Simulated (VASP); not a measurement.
## PbO2: relaxation of cell and atoms with PBE

Crystal: PbO2.

```xyz
3
Lattice="3.4151 0.0000 0.0000 -1.7076 2.9576 0.0000 0.0000 0.0000 5.3308" Properties=species:S:1:pos:R:3 pbc="T T T"
Pb    0.0000    0.0000    0.0000
O     0.0000    1.9717    1.0616
O     1.7076    0.9859    4.2692
```

The cell was built by a generator and needn't be a form met in nature.

```yaml
Program: VASP 6.6.1
Task: relaxation of cell and atoms
Functional: PBE
Potentials_or_basis: VASP PAW PBE potentials, release 64 (Pb_d, O)
Cutoff: 600 eV
k_mesh: 6 × 6 × 4
Occupations: fermi-dirac, width 0.02 eV
Spin: no spin polarisation
Dipole_correction: no
Further_INCAR_settings: ALGO = Fast; EDIFF = 1e-06; IBRION = 2; EDIFFG = -0.02; NSW = 80; ISIF = 3
```

```json
{
  "Relaxed volume": "17.98 Å³/atom",
  "Relaxed cell": "a = 3.418 Å, b = 3.418 Å, c = 5.330 Å, α = 90.00°, β = 90.00°, γ = 120.00°",
  "Space group after relaxing (to 0.05 Å)": "P-3m1 (No. 164)",
  "Energy gained by relaxing": "0.0 meV/atom",
  "Ionic steps": "3",
  "Pressure after relaxing": "-0.1 GPa",
  "Largest force after relaxing": "0.009 eV/Å",
  "Band gap on the k mesh": "0.87 eV, indirect (least direct gap 1.11 eV)"
}
```

Forces in eV/Å, atoms in the order of the input:
```
Pb   0.000  0.000  0.000
O    0.000  0.000  0.009
O    0.000  0.000 -0.009
```

Stress tensor (GPa, compression positive):
```
-0.06  0.00  0.00
 0.00 -0.06  0.00
 0.00  0.00 -0.16
```

Final structure:
```
Pb O
1.0
     3.41788    0.00000    0.00000
    -1.70894    2.95997    0.00000
     0.00000    0.00000    5.33040
Pb O
1 2
Direct
  0.00000 0.00000 0.00000
  0.33333 0.66667 0.19933
  0.66667 0.33333 0.80067
```

Levels at points of the mesh, in eV from the valence-band top:
| k point | band 11 | band 12 | band 13 | band 14 | band 15 | band 16 |
| --- | --- | --- | --- | --- | --- | --- |
| (0.00, 0.00, 0.00) | -0.39 | -0.39 | -0.24 | 0.87 | 5.37 | 9.63 |
| (0.50, 0.00, 0.00) | -1.23 | -0.16 | -0.04 | 3.22 | 6.72 | 9.43 |
| (0.00, 0.00, 0.50) | -0.85 | -0.37 | -0.37 | 1.62 | 5.00 | 10.46 |
| (0.50, 0.00, 0.50) | -1.00 | -0.22 | -0.09 | 3.15 | 6.55 | 9.15 |

It took 28 s on 1 thread of Intel(R) Xeon(R) 6975P-C (Granite Rapids), with other jobs on the host, peak memory 0.2 GiB.

Caveat: spin-orbit coupling is left out, which as a rule narrows the gap of such compounds by several tenths of an eV. Expect the measured gap to be larger: semilocal functionals such as PBE lack the derivative discontinuity.
